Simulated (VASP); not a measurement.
BAs, 2 atoms in the cell. The structure is cubic, space group F-43m (No. 216). Conventional cell: a = 4.712 Å, b = 4.712 Å, c = 4.712 Å, α = 90.00°, β = 90.00°, γ = 90.00°. Around As (site symmetry -43m) lie 4 B at 2.04 Å. B (site symmetry -43m) has 4 As at 2.04 Å as nearest neighbours. 

```yaml
Program: VASP 6.6.1
Task: single point
Functional: r2SCANh
Potentials_or_basis: VASP PAW PBE potentials, release 64 (As, B)
Cutoff: 520 eV
k_mesh: 5 × 5 × 5
Occupations: fermi-dirac, width 0.05 eV
Spin: no spin polarisation
Dipole_correction: no
Exchange_at_q_=_0: truncated
Grid_for_exact_exchange_PRECFOCK: Normal
Further_INCAR_settings: ALGO = Normal; EDIFF = 1e-06; NBANDS = 11
```

Potentials or basis: VASP PAW PBE potentials, release 64 (As, B).

Launch:

```console
$ cat potpaw_PBE.64/As/POTCAR potpaw_PBE.64/B/POTCAR > POTCAR
$ cp INCAR.step1 INCAR
$ mpirun -np 1 vasp_std > vasp.out
$ cp INCAR.step2 INCAR
$ mpirun -np 1 vasp_std > vasp.out
```

Hardware: 1 thread of Intel(R) Xeon(R) Platinum 8375C CPU @ 2.90GHz (Ice Lake), with other jobs on the host.

Q: How long does it take, and how much memory?

A: Run time: 6 min on 1 thread of Intel(R) Xeon(R) Platinum 8375C CPU @ 2.90GHz (Ice Lake) (shared host), peak memory 0.17 GiB. Counts: scf iterations 9, k points 10.
